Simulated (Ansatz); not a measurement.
BP in the zincblende structure at its r2SCAN geometry, run in Ansatz at 4 levels of theory. No spin polarisation and no zero-point or thermal motion.

The LDA input:
```yaml
crystal:
  lattice:
    - [0.0, 2.2683156724, 2.2683156724]
    - [2.2683156724, 0.0, 2.2683156724]
    - [2.2683156724, 2.2683156724, 0.0]
  atoms:
    - { symbol: B, position: [0.0, 0.0, 0.0] }
    - { symbol: P, position: [0.25, 0.25, 0.25] }
kpoints:
  mp_grid: { grid: [10, 10, 10] }
  band_path:
    path:
      - [0.0, 0.0, 0.0]
      - [-0.5, -0.5, 0.0]
      - [-0.375, -0.375, 0.25]
      - [-0.375, 0.0, 0.375]
      - [0.0, 0.0, 0.5]
      - [-0.5, -0.25, 0.25]
      - [0.0, 0.414062, 0.414062]
    npoints: 1
hamiltonian:
  xc: lda
scf:
  occupations: { method: fixed }
  n_extra_bands: 4
output:
  forces: true
  stress: true
  eigenvalues: true
```

Main results, then, where recorded, the levels near the gap in eV from the Fermi energy (columns number the bands from 0), one row a point of the path (Γ, X, U, K, L, W, Γ–X (0.83)):
```
Crystal: 2 atoms, lattice volume = 23.342 Å³
Symmetry: 24 space group operations
Space group: F-43m (ITA 216)
```
```
Basis set: ecut = 420 eV, 459 PW (Γ)
k-points: 47 of 1000 (time reversal used)
SCF 1 converged in 6 iterations: F = -876.626191 eV  dr2 = 8.77e-10
Free energy (F): -876.626191 eV
Fermi energy:    9.067693 eV
--- Stress (GPa, compression-positive) ---
       -5.085252       0.000000       0.000000
        0.000000      -5.085252       0.000000
        0.000000       0.000000      -5.085252
  P = ⅓ Tr σ = -5.0853 GPa (-50.853 kbar)
```
```tsv
band_1	band_2	band_3	band_4	band_5	band_6
0.000	0.000	0.000	3.378	3.378	3.378
-8.491	-4.108	-4.108	1.301	1.547	11.947
-8.068	-6.250	-3.496	2.080	5.909	9.630
-8.068	-6.250	-3.496	2.080	5.909	9.630
-9.016	-1.749	-1.749	3.768	4.670	4.670
-7.940	-5.693	-5.494	5.232	6.654	7.156
-7.320	-3.941	-3.941	1.182	2.119	11.108
```

The LDA gap is indirect, 1.18 eV (Γ to Γ–X (0.83 of the way from Γ)), below the direct gap of 3.38 eV at Γ.

Problem. Another run on the same cell gave
```
Basis set: ecut = 420 eV, 459 PW (Γ)
k-points: 16 of 216 (time reversal used)
SCF 1 stopped early in 2 iterations: F = -912.425009 eV  dr2 = 1.19e-5
SCF 2 stopped early in 5 iterations: F = -913.115935 eV  dr2 = 1.13e-6
hybrid outer 1: dexx = +2.346e-3 eV, tail = 3.57e-6 eV
SCF 3 converged in 2 iterations: F = -913.115927 eV  dr2 = 3.59e-9
hybrid outer 2: dexx = +2.297e-8 eV, tail = 7.60e-9 eV, Δε = 1.58e-3 eV
Free energy (F): -913.115927 eV
Fermi energy:    8.864184 eV
--- Stress (GPa, compression-positive) ---
       -1.332882       0.000000       0.000000
        0.000000      -1.332882       0.000000
        0.000000       0.000000      -1.332882
  P = ⅓ Tr σ = -1.3329 GPa (-13.329 kbar)
```
```tsv
band_1	band_2	band_3	band_4	band_5	band_6
0.000	0.000	0.000	4.344	4.344	4.344
-9.579	-4.529	-4.529	2.063	2.410	13.801
-9.112	-6.807	-3.851	2.935	7.057	11.214
-9.112	-6.807	-3.851	2.935	7.057	11.214
-10.004	-1.934	-1.934	4.744	5.719	5.719
-9.015	-6.195	-5.976	6.325	7.762	8.530
-8.226	-4.341	-4.341	1.964	2.990	12.841
```
Which level of theory and mesh gave it?

Solution. It is HSE06, judged by the exchange loop and the size of the gap (a near hybrid could fit too), on 6×6×6; the blocks that differ from the first input, but for the band path:
```yaml
kpoints:
  mp_grid: { grid: [6, 6, 6] }
hamiltonian:
  xc: hse06
```
The HSE06 gap is indirect, 1.96 eV (Γ to Γ–X (0.83 of the way from Γ)), below the direct gap of 4.34 eV at Γ. The mean pressure is -1.3 GPa (compression positive), so HSE06 would shrink the cell's volume. The stress of a hybrid is loosely converged here.

DDH-PBE0. Against the first input these blocks differ (the band path and keys that only write files left aside):
```yaml
crystal:
  host: atoms
kpoints:
  mp_grid: { grid: [6, 6, 6] }
hamiltonian:
  xc:
    exchange: pbe
    correlation: pbe
    exx: { coeff: inverse_dielectric }
```

```
ε∞ on k-mesh 4×4×4 of a primitive cell: xx 9.1539, yy 9.1539, zz 9.1539; 3/Tr ε∞, of that cell with its empty space = 0.10924340288475635
Basis set: ecut = 420 eV, 459 PW (Γ)
k-points: 16 of 216 (time reversal used)
SCF 1 stopped early in 2 iterations: F = -912.427628 eV  dr2 = 9.14e-6
SCF 2 stopped early in 5 iterations: F = -912.824746 eV  dr2 = 1.69e-7
hybrid outer 1: dexx = +3.210e-4 eV, tail = 4.01e-7 eV
SCF 3 converged in 2 iterations: F = -912.824748 eV  dr2 = 1.05e-9
hybrid outer 2: dexx = +1.029e-8 eV, tail = 2.13e-9 eV, Δε = 3.88e-4 eV
Free energy (F): -912.824748 eV
Fermi energy:    8.957649 eV
--- Stress (GPa, compression-positive) ---
        0.130074       0.000000       0.000000
        0.000000       0.130074       0.000000
        0.000000       0.000000       0.130074
  P = ⅓ Tr σ = 0.1301 GPa (1.301 kbar)
```
```tsv
band_1	band_2	band_3	band_4	band_5	band_6
0.000	0.000	0.000	4.100	4.100	4.100
-9.066	-4.322	-4.322	1.947	2.280	13.156
-8.625	-6.524	-3.680	2.786	6.773	10.688
-8.625	-6.524	-3.680	2.786	6.773	10.688
-9.510	-1.851	-1.851	4.500	5.451	5.451
-8.520	-5.947	-5.735	6.076	7.511	8.120
-7.804	-4.146	-4.146	1.847	2.846	12.252
```

The DDH-PBE0 gap is indirect, 1.85 eV (Γ to Γ–X (0.83 of the way from Γ)), below the direct gap of 4.10 eV at Γ. The mean stress, +0.1 GPa, is small, and the program warns that its thresholds are loose for a hybrid's stress.

Problem. In the first input these blocks are replaced (the band path and keys that only write files left aside):
```yaml
kpoints:
  mp_grid: { grid: [6, 6, 6] }
hamiltonian:
  xc: pbe0
```
What comes out?

Solution.
```
Basis set: ecut = 420 eV, 459 PW (Γ)
k-points: 16 of 216 (time reversal used)
SCF 1 stopped early in 2 iterations: F = -912.425256 eV  dr2 = 1.16e-5
SCF 2 stopped early in 5 iterations: F = -913.350636 eV  dr2 = 2.50e-6
hybrid outer 1: dexx = +3.709e-3 eV, tail = 6.92e-6 eV
SCF 3 converged in 2 iterations: F = -913.350641 eV  dr2 = 4.25e-9
hybrid outer 2: dexx = +6.466e-8 eV, tail = 9.82e-9 eV, Δε = 2.05e-3 eV
Free energy (F): -913.350641 eV
Fermi energy:    8.519128 eV
--- Stress (GPa, compression-positive) ---
       -1.441541       0.000000       0.000000
        0.000000      -1.441541       0.000000
        0.000000       0.000000      -1.441541
  P = ⅓ Tr σ = -1.4415 GPa (-14.415 kbar)
```
```tsv
band_1	band_2	band_3	band_4	band_5	band_6
0.000	0.000	0.000	5.028	5.028	5.028
-9.663	-4.573	-4.573	2.765	3.107	14.552
-9.196	-6.887	-3.893	3.636	7.792	11.961
-9.196	-6.887	-3.893	3.636	7.792	11.961
-10.094	-1.962	-1.962	5.451	6.432	6.432
-9.095	-6.273	-6.053	7.061	8.494	9.271
-8.308	-4.386	-4.386	2.661	3.693	13.591
```
PBE0 gives an indirect gap of 2.66 eV, from Γ to Γ–X (0.83 of the way from Γ); the least direct gap is 5.03 eV at Γ. The mean pressure is -1.4 GPa (compression positive), so PBE0 would shrink the cell's volume. (The program warns that its thresholds are loose for a hybrid's stress.)

Small level splittings and stresses of the hybrids carry the error of their coarser meshes.

Totals of different functionals can't be compared.

The meshes of the hybrids are coarse, so their gaps aren't converged to the digits shown.
